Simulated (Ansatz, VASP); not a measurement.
Sb8H: VASP beside Ansatz

```
Sb H
1.0
     4.30840    0.00000    0.00000
    -2.15420    3.73118    0.00000
     0.00000    0.00000   28.78321
Sb H
8 1
Direct
  0.66667 0.33333 0.27794
  0.00000 0.00000 0.33037
  0.34758 0.67473 0.41517
  0.66267 0.33233 0.47007
  0.04713 0.02574 0.54926
  0.33760 0.67108 0.60629
  0.74747 0.37649 0.67908
  0.97616 0.99087 0.73994
  0.54014 0.77311 0.76470
```

Alike in both runs: functional PBE; k mesh 10 × 10 × 1; occupations gaussian, width 0.05 eV; no spin polarisation.

Ansatz relaxed the structure, and its values are those at the end. VASP's run is a single point on that final structure, the one shown.

|  | VASP | Ansatz |
| --- | --- | --- |
| version | VASP 6.6.1 | Ansatz 0.2.0 |
| potentials or method | VASP PAW PBE potentials, release 64 (Sb, H) | scalar-relativistic, plane waves, PAW |
| plane-wave cutoff (eV) | 520 | 420 |
| valence electrons in the cell | 41 | 121 |

```tsv
	VASP	Ansatz	Ansatz less VASP
gap on the k mesh at the Fermi level (eV)	none	none	-
rms of the force components (eV/Å)	0.118	0.099	-0.0191
```

A gap of «none» marks a metal or a gap that the smearing closes. The two sets of potentials don't hold the same shells in valence.

The runs have no spin-orbit coupling, so splittings on Sb are missing.
